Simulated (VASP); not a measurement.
## Zn: single point with PBE0+TS-HI

The system is Zn.

```
CELL_PARAMETERS angstrom
0.00000 1.96478 1.96478
1.96478 0.00000 1.96478
1.96478 1.96478 0.00000
ATOMIC_POSITIONS crystal
Zn 0.00000 0.00000 0.00000
```

This isn't the form of Zn at room conditions, which is hcp.

| Quantity | Value |
| --- | --- |
| Program | VASP 6.6.1 |
| Task | single point |
| Functional | PBE0 |
| Dispersion | TS-HI |
| Potentials or basis | VASP PAW PBE potentials, release 64 (Zn) |
| Cutoff | 500 eV |
| k mesh | 6 × 6 × 6 |
| Occupations | fermi-dirac, width 0.1 eV |
| Spin | no spin polarisation |
| Grid for exact exchange (PRECFOCK) | Fast |
| Exchange at q = 0 | default |
| Further INCAR settings | ALGO = Normal; EDIFF = 1.00e-07; NBANDS = 12 |

```yaml
Pressure: -6.4 GPa
Band_gap_on_the_k_mesh: none (metal or under the smearing width)
Dispersion_energy_per_atom: -0.397 eV
```

Levels at points of the mesh, in eV from the Fermi level:
```
           k point  band 3  band 4  band 5  band 6  band 7  band 8  band 9  band 10
(0.00, 0.00, 0.00)  -10.71  -10.71  -10.34  -10.34   19.60   19.60   19.60    19.78
(0.50, 0.00, 0.00)  -10.72  -10.03  -10.03   -4.10   -2.17   16.51   16.51    18.25
(0.50, 0.50, 0.00)  -10.05   -9.94   -9.94   -1.90    2.01    9.28    9.28    12.79
```

Wall time 120 s on 1 thread of Intel(R) Xeon(R) 6975P-C (Granite Rapids), on a shared host, peak memory 0.12 GiB.

Caveat: the k mesh is coarse (spacing up to 0.46 Å⁻¹), so the values aren't converged, least of all with exact exchange; the PAW data sets were made with another functional, which shifts forces and pressure a little; pairwise dispersion overbinds metals, which lowers pressure and volume.
